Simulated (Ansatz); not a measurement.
**PbI2: an axial (c/a) deformation path**

The task here is to estimate one member of a computed series from the others.

Computed with Ansatz 0.2.0 (DFT LDA, scalar-relativistic, plane waves, PAW, unless a step's input says otherwise).

**The system as given**

Symmetry: P-3m1, No. 164, trigonal system. Conventional cell: a = 4.555 Å, b = 4.555 Å, c = 6.977 Å, α = 90.00°, β = 90.00°, γ = 120.00°. Pb (site symmetry -3m) has 6 I at 3.21 Å as nearest neighbours. I (site symmetry 3m) is surrounded by 3 Pb at 3.21 Å.

As a file:

```
CELL_PARAMETERS angstrom
4.55500 0.00000 0.00000
-2.27750 3.94475 0.00000
0.00000 0.00000 6.97700
ATOMIC_POSITIONS crystal
Pb 0.00000 0.00000 0.00000
I 0.33333 0.66667 0.26500
I 0.66667 0.33333 0.73500
```

Source of the structure: the Crystallography Open Database.

The first run:

Input file input.yaml:

```yaml
crystal:
  lattice:
    - [4.5550018558, 0.0, 0.0]
    - [-2.2775009279, 3.9447473214, 0.0]
    - [0.0, 0.0, 6.977]
  atoms:
    - { symbol: Pb, position: [0.0, 0.0, 0.0] }
    - { symbol: I, position: [0.3333333333, 0.6666666667, 0.265] }
    - { symbol: I, position: [0.6666666667, 0.3333333333, 0.735] }
basis:
  ecutwfc: 420
kpoints:
  mp_grid: { grid: [6, 6, 4] }
hamiltonian:
  xc: lda
scf:
  occupations: { method: gaussian, width: 0.1 }
output:
  forces: true
  stress: true
  eigenvalues: true
```

The run is started by

```
ansatz run input.yaml --threads 1 --pin off --max-ram 1228MiB --backend cpu --events-out ev --progress --plain --runs-dir out
```

Among the steps run: Quick check of gap, pressure and forces; Zero of the scan; At ρ = 0.850; ρ = 1.200; Point ρ = 0.920; At ρ = 1.100; At ρ = 0.960; ρ = 1.050; At ρ = 0.800; ρ = 1.300.

One of the session's tables, all rows but one given; the rest of the session is left out.

It belongs to the step «The scan collected». The scan, with free energies counted from the undisturbed cell:

```
    ρ  ΔE (meV/atom)  pressure (GPa)  gap on the mesh (eV)
0.800           47.5            -1.4                  1.50
0.850              ?               ?                     ?
0.920            8.1            -1.1                  1.80
0.960            2.3            -1.1                  1.95
1.000            0.0            -1.1                  2.04
1.050            2.0            -1.1                  2.11
1.100            9.3            -1.1                  2.20
1.200           39.9            -1.3                  2.32
1.300           91.8            -1.5                  1.96
```

Estimate the missing values for ρ = 0.850.

Worked estimate for «ΔE (meV/atom)». A straight line through the neighbours (0.800, 47.5) and (0.920, 8.1) gives 47.5 + (8.1 − 47.5) × (0.850 − 0.800) / (0.920 − 0.800) = 31.1; a parabola fitted to 3 rows on both sides gives 27.1.

**Answer.** ΔE (meV/atom): 27.0; pressure (GPa): -1.3; gap on the mesh (eV): 1.59. In «ΔE (meV/atom)» the line misses by +4.1 and the parabola by +0.1.
